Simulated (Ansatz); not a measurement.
# V2O3: the cost of one run

Computed with Ansatz 0.2.0 (DFT PBE+U (U_eff = 3.2 eV on V 3d), scalar-relativistic, plane waves, PAW, unless a step's input says otherwise).

### 1 The starting structure

The structure is trigonal, space group R-3c (No. 167). The conventional cell has a = 4.942 Å, b = 4.942 Å, c = 14.016 Å, α = 90.00°, β = 90.00°, γ = 120.00°. V (site symmetry 3) is surrounded by 6 O at 1.95 to 2.08 Å. Around O (site symmetry 2) lie 4 V at 1.95 to 2.08 Å.

As a file:

```
V O
1.0
     2.47120    1.42675    4.67203
    -2.47120    1.42675    4.67203
     0.00000   -2.85350    4.67203
V O
4 6
Cartesian
  0.0000 0.0000 4.8594
  0.0000 0.0000 2.1487
  0.0000 0.0000 9.1567
  0.0000 0.0000 11.8674
  -0.8906 1.4267 8.1761
  -0.7903 -1.4847 8.1761
  1.6809 0.0579 8.1761
  0.8906 -1.4267 5.8400
  0.7903 1.4847 5.8400
  -1.6809 -0.0579 5.8400
```

The moments start at V 2.00 μB.

### 2 First run, at the start cell

Contents of input.yaml:

```yaml
crystal:
  lattice:
    - [2.4712, 1.4267479852, 4.6720333333]
    - [-2.4712, 1.4267479852, 4.6720333333]
    - [0.0, -2.8534959704, 4.6720333333]
  atoms:
    - { symbol: V, position: [0.3467, 0.3467, 0.3467], spin: 2.0 }
    - { symbol: V, position: [0.1533, 0.1533, 0.1533], spin: 2.0 }
    - { symbol: V, position: [0.6533, 0.6533, 0.6533], spin: 2.0 }
    - { symbol: V, position: [0.8467, 0.8467, 0.8467], spin: 2.0 }
    - { symbol: O, position: [0.5698, 0.9302, 0.25] }
    - { symbol: O, position: [0.25, 0.5698, 0.9302] }
    - { symbol: O, position: [0.9302, 0.25, 0.5698] }
    - { symbol: O, position: [0.4302, 0.0698, 0.75] }
    - { symbol: O, position: [0.75, 0.4302, 0.0698] }
    - { symbol: O, position: [0.0698, 0.75, 0.4302] }
basis:
  ecutwfc: 420
  ecutrho_ratio: 4
kpoints:
  mp_grid: { grid: [4, 4, 4] }
hamiltonian:
  xc: pbe
  hubbard: { sites: [{ species: V, l: d, u_eff: 3.25 }] }
scf:
  occupations: { method: gaussian, width: 0.05 }
output:
  forces: true
  stress: true
  eigenvalues: true
  populations: true
  hubbard: { sites: [{ species: V, l: d }] }
magnetization:
  spin_polarized: true
```

Launch:

```console
ansatz run input.yaml --threads 8 --pin off --max-ram 22528MiB --backend cpu --events-out ev --progress --plain --runs-dir out
```

Q: Estimate wall time and peak memory on 8 threads of Arm Neoverse V2, shared host.

About 52 s, with a peak of 1.6 GiB.
